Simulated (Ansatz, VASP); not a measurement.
## Na2S in VASP and in Ansatz

Contents of INCAR:

```
ALGO     = Normal         # electronic algorithm
EDIFF    = 1E-7           # SCF threshold, eV
ENCUT    = 520            # plane-wave cutoff, eV
GGA      = PE             # functional
ISIF     = 2              # what is computed and relaxed
ISMEAR   = -1             # smearing method
LASPH    = T              # aspherical terms in the spheres
LCHARG   = F              # write CHGCAR
LREAL    = F              # projectors in reciprocal space
LWAVE    = F              # write WAVECAR
NBANDS   = 17             # bands
NELM     = 80             # most SCF steps
PREC     = Accurate       # precision mode
SIGMA    = 0.05           # smearing width, eV
```

Contents of KPOINTS:

```
k-points
0
Gamma
  7 7 7
```

POSCAR

```
Na2S
1.0
    0.0000000000      3.2951794397      3.2951794397
    3.2951794397      0.0000000000      3.2951794397
    3.2951794397      3.2951794397      0.0000000000
S Na
1 2
Direct
    0.0000000000      0.0000000000      0.0000000000
    0.7500000000      0.7500000000      0.7500000000
    0.2500000000      0.2500000000      0.2500000000
```

The input input.yaml:

```yaml
crystal:
  lattice:
    - [0.0, 3.2951794397, 3.2951794397]
    - [3.2951794397, 0.0, 3.2951794397]
    - [3.2951794397, 3.2951794397, 0.0]
  atoms:
    - { symbol: S, position: [0.0, 0.0, 0.0] }
    - { symbol: Na, position: [0.75, 0.75, 0.75] }
    - { symbol: Na, position: [0.25, 0.25, 0.25] }
hamiltonian:
  xc: pbe
  pseudopotentials: { kind: paw }
kpoints:
  mp_grid: { grid: [7, 7, 7] }
scf:
  occupations: { method: fermi_dirac, width: 0.05 }
output:
  forces: true
  stress: true
  eigenvalues: true
  write_density: true
  write_potential: true
  elf: true
  volumetric_format: npy
```

Change from the starting cell: volume scaled by 1.02.

Alike in both runs: task single point; functional PBE; k mesh 7 × 7 × 7; occupations fermi-dirac, width 0.05 eV; no spin polarisation.

|  | VASP | Ansatz |
| --- | --- | --- |
| version | VASP 6.6.1 | Ansatz 0.2.0 |
| potentials or method | VASP PAW PBE potentials, release 64 (S, Na_pv) | Ansatz PAW |
| plane-wave cutoff (eV) | 520 | 420 |
| valence electrons in the cell | 20 | 24 |

```csv
,VASP,Ansatz,Ansatz less VASP
gap on the k mesh at the Fermi level (eV),2.41,2.41,+0.002
least direct gap on the mesh (eV),2.41,2.41,+0.002
pressure (GPa),-0.3,-0.3,-0.01
```

With one functional, cell and mesh, what is left measures potentials, basis and numerics. The two sets of potentials don't hold the same shells in valence.

Caveats: odd divisions of the mesh miss points on the zone boundary, where band edges often lie, so the gap on the mesh can be too wide (Ansatz).
